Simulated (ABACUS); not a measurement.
Write the native input for ABACUS 3.10.1 that does the following.

* Task: band structure
* Functional: PBE
* Potentials or basis: SG15 ONCV 1.2 PBE
* Cutoff: 1361 eV
* Density cutoff: 5442 eV
* Basis: TZDP LCAO (the cutoffs set its grid)
* Occupations: fermi-dirac, width 0.05 eV
* Spin: no spin polarisation
* Orbital files: Pb Pb_confined-atom_8au_3s3p3d1f.orb
* Radial cutoff of the potentials (pseudo_rcut): 10 bohr
* Density: read from an earlier self-consistent run
* Path: G-X-W-K-G-L-U-W-L-K, U-X
* Points for each segment of the path: 10
* SCF threshold on the density: 1e-07
* Max SCF steps: 100
* Eigensolver: genelpa
* Mixing: broyden
* Mixing share: 0.7
* Symmetry key: -1
* Bands: 17

The system is Pb.

```
Pb
1.0
     0.00000    2.47502    2.47502
     2.47502    0.00000    2.47502
     2.47502    2.47502    0.00000
Pb
1
Cartesian
  0.0000 0.0000 0.0000
```

The input as run:

INPUT

```
INPUT_PARAMETERS
suffix              Pb
calculation         nscf
basis_type          lcao
pseudo_dir          ./
orbital_dir         ./
symmetry            -1
dft_functional      pbe
ecutwfc             100.0
pseudo_rcut         10
nspin               1
nbands              17
ks_solver           genelpa
smearing_method     fd
smearing_sigma      0.00367493
scf_thr             1e-07
scf_nmax            100
mixing_type         broyden
mixing_beta         0.7
init_chg            file
out_band            1
```

STRU

```
ATOMIC_SPECIES
Pb 207.2000 Pb_ONCV_PBE-1.2.upf

NUMERICAL_ORBITAL
Pb_confined-atom_8au_3s3p3d1f.orb

LATTICE_CONSTANT
1.8897261246

LATTICE_VECTORS
0.0000000000 2.4750200000 2.4750200000
2.4750200000 0.0000000000 2.4750200000
2.4750200000 2.4750200000 0.0000000000

ATOMIC_POSITIONS
Direct

Pb
0.0
1
0.0000000000 0.0000000000 0.0000000000 1 1 1
```

KPT

```
K_POINTS
12
Line
0.00000000 0.00000000 0.00000000 10 // G
0.50000000 0.00000000 0.50000000 10 // X
0.50000000 0.25000000 0.75000000 10 // W
0.37500000 0.37500000 0.75000000 10 // K
0.00000000 0.00000000 0.00000000 10 // G
0.50000000 0.50000000 0.50000000 10 // L
0.62500000 0.25000000 0.62500000 10 // U
0.50000000 0.25000000 0.75000000 10 // W
0.50000000 0.50000000 0.50000000 10 // L
0.37500000 0.37500000 0.75000000 1 // K
0.62500000 0.25000000 0.62500000 10 // U
0.50000000 0.00000000 0.50000000 1 // X
```

Potentials or basis: SG15 ONCV 1.2 PBE, TZDP LCAO (the cutoffs set its grid).

The run is started by

```console
$ OMP_NUM_THREADS=1 mpirun -np 4 abacus > log
```

Run time: 1.5 s on 4 MPI ranks on Intel(R) Xeon(R) Platinum 8259CL CPU @ 2.50GHz (Skylake/Cascade Lake), with other jobs on the host, peak memory 0.4 GiB a rank.
